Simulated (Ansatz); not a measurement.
Set up this calculation in Ansatz 0.2.0, as the native input.

- Task: relaxation of cell and atoms
- Functional: PBE
- Potentials or basis: Ansatz PAW
- Cutoff: 420 eV (not typed: the program's choice for these potentials)
- k mesh: 6 × 6 × 9
- Occupations: fermi-dirac, width 0.05 eV
- Spin: no spin polarisation
- Target pressure (GPa): 0

Crystal: TiO2.

```
Ti O
1.0
     4.59984    0.00000    0.00000
     0.00000    4.59984    0.00000
     0.00000    0.00000    2.95921
Ti O
2 4
Direct
  0.00000 0.00000 0.50000
  0.50000 0.50000 0.00000
  0.30432 0.30432 0.50000
  0.19568 0.80432 0.00000
  0.80432 0.19568 0.00000
  0.69568 0.69568 0.50000
```

The cell is a database's computed one.

These files were run (other wordings do the same):

input.yaml

```yaml
crystal:
  lattice:
    - [4.5998373239, 0.0, 0.0]
    - [0.0, 4.5998373239, 0.0]
    - [0.0, 0.0, 2.95921356]
  atoms:
    - { symbol: Ti, position: [0.0, 0.0, 0.5] }
    - { symbol: Ti, position: [0.5, 0.5, 0.0] }
    - { symbol: O, position: [0.30432132, 0.30432132, 0.5] }
    - { symbol: O, position: [0.19567868, 0.80432132, 0.0] }
    - { symbol: O, position: [0.80432132, 0.19567868, 0.0] }
    - { symbol: O, position: [0.69567868, 0.69567868, 0.5] }
hamiltonian:
  xc: pbe
  pseudopotentials: { kind: paw }
kpoints:
  mp_grid: { grid: [6, 6, 9] }
scf:
  occupations: { method: fermi_dirac, width: 0.05 }
output:
  forces: true
  stress: true
  eigenvalues: true
relax:
  f_tol: 0.01
  max_steps: 40
  cell: { stress_tol: 0.05 }
```

Potentials or basis: Ansatz PAW.

Run with:

```console
$ ansatz run input.yaml --threads 2 --pin off --max-ram 5632MiB --backend cpu --events-out ev --progress --plain --runs-dir out
```

Results of the run:

```yaml
Relaxed_volume: 10.65 Å³/atom
Relaxed_cell: a = 4.643 Å, b = 4.643 Å, c = 2.964 Å, α = 90.00°, β = 90.00°, γ = 90.00°
Space_group_after_relaxing_to_0.05_Å: P4_2/mnm (No. 136)
Energy_gained_by_relaxing: 2.9 meV/atom
Ionic_steps: 8
Pressure_after_relaxing: 0.0 GPa
Band_gap_on_the_k_mesh: 1.86 eV, direct
```

Caveat: odd divisions of the mesh miss points on the zone boundary, where band edges often lie, so the gap on the mesh can be too wide; the plane-wave basis is chosen anew once the cell has moved, so the energies of steps on either side of that aren't comparable; the pressure holds a Pulay correction of +0.7 GPa for the finite cutoff.

It took 23 s on 2 threads of Intel(R) Xeon(R) Platinum 8488C (Sapphire Rapids) (shared host), peak memory 0.42 GiB.
